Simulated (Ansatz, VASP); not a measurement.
Two plane-wave programs on SiC

```xyz
8
Lattice="3.0757 0.0000 0.0000 -1.5378 2.6636 0.0000 0.0000 0.0000 10.0706" Properties=species:S:1:pos:R:3 pbc="T T T"
Si    0.0000    0.0000    1.8922
Si    0.0000    0.0000    6.9275
Si    0.0000    1.7758    4.4094
Si    1.5378    0.8879    9.4447
C     0.0000    0.0000    0.0046
C     0.0000    0.0000    5.0400
C     0.0000    1.7758    2.5157
C     1.5378    0.8879    7.5510
```

The cell is a database's computed one.

Alike in both runs: functional BLYP; k mesh 10 × 10 × 3; occupations fermi-dirac, width 0.05 eV; no spin polarisation.

|  | VASP | Ansatz |
| --- | --- | --- |
| version | VASP 6.6.1 | Ansatz 0.2.0 |
| potentials or method | VASP PAW PBE potentials, release 64 (Si, C) | Ansatz PAW |
| plane-wave cutoff (eV) | 520 | 420 |
| valence electrons in the cell | 32 | 32 |
| task | single point | band structure |

|  | VASP | Ansatz | Ansatz less VASP |
| --- | --- | --- | --- |
| gap on the k mesh at the Fermi level (eV) | 2.54 | 2.53 | -0.005 |
| least direct gap on the mesh (eV) | 3.65 | 3.64 | -0.012 |
| pressure (GPa) | 9.1 | 8.5 | -0.61 |
| rms of the force components (eV/Å) | 0.005 | 0.004 | -0.0006 |

Atom by atom the forces differ by 0.001 eV/Å (rms over components). The functional is the same, so the differences come from potentials, cutoffs and numerics.

Caveats: the PAW data sets were made with another functional, which shifts forces and pressure a little (VASP); an odd mesh through Γ misses points on the zone boundary, where band edges often lie (VASP); the pressure holds a Pulay correction of +0.4 GPa for the finite cutoff (Ansatz); the PAW data sets come from PBE, with cores solved anew for the run's functional, which leaves a small shift of forces and pressure (Ansatz).
